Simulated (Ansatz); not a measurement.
# KCl: the cost of one run

Program: Ansatz 0.2.0. Level of theory: reference: DFT, HSE06, plane waves, PAW. These are calculated values, not measurements.

4 further runs of the same task are left out: 1 for a known fault of the program, 3 that didn't finish.

## (1) Starting point

It takes space group Fm-3m (No. 225, cubic). Conventional cell: a = 6.290 Å, b = 6.290 Å, c = 6.290 Å, α = 90.00°, β = 90.00°, γ = 90.00°. K (site symmetry m-3m) has 6 Cl at 3.14 Å as nearest neighbours. Around Cl (site symmetry m-3m) lie 6 K at 3.14 Å.

Coordinates:

```cif
data_structure
_symmetry_space_group_name_H-M 'P 1'
_symmetry_Int_Tables_number 1
_cell_length_a 4.4475
_cell_length_b 4.4475
_cell_length_c 4.4475
_cell_angle_alpha 60.000
_cell_angle_beta 60.000
_cell_angle_gamma 60.000
_cell_volume 62.21
loop_
_atom_site_label
_atom_site_type_symbol
_atom_site_fract_x
_atom_site_fract_y
_atom_site_fract_z
_atom_site_occupancy
K1 K 0.00000 0.00000 0.00000 1
Cl1 Cl 0.50000 0.50000 0.50000 1
```

## (2) The reference run

The input, input.yaml:

```yaml
crystal:
  lattice:
    - [0.0, 3.1448483172, 3.1448483172]
    - [3.1448483172, 0.0, 3.1448483172]
    - [3.1448483172, 3.1448483172, 0.0]
  atoms:
    - { symbol: K, position: [0.0, 0.0, 0.0] }
    - { symbol: Cl, position: [0.5, 0.5, 0.5] }
kpoints:
  mp_grid: { grid: [4, 4, 4] }
hamiltonian:
  xc: hse06
scf:
  occupations: { method: fixed }
  n_extra_bands: 4
output:
  forces: true
  stress: true
  eigenvalues: true
```

On the command line:

```bash
$ ansatz run input.yaml --threads 4 --pin off --max-ram 3686MiB --backend cpu --events-out ev --progress --plain --runs-dir out
```

What time and memory should one allow on 4 threads of an x86-64 CPU, shared host?

About 13 s, with a peak of 0.65 GiB.
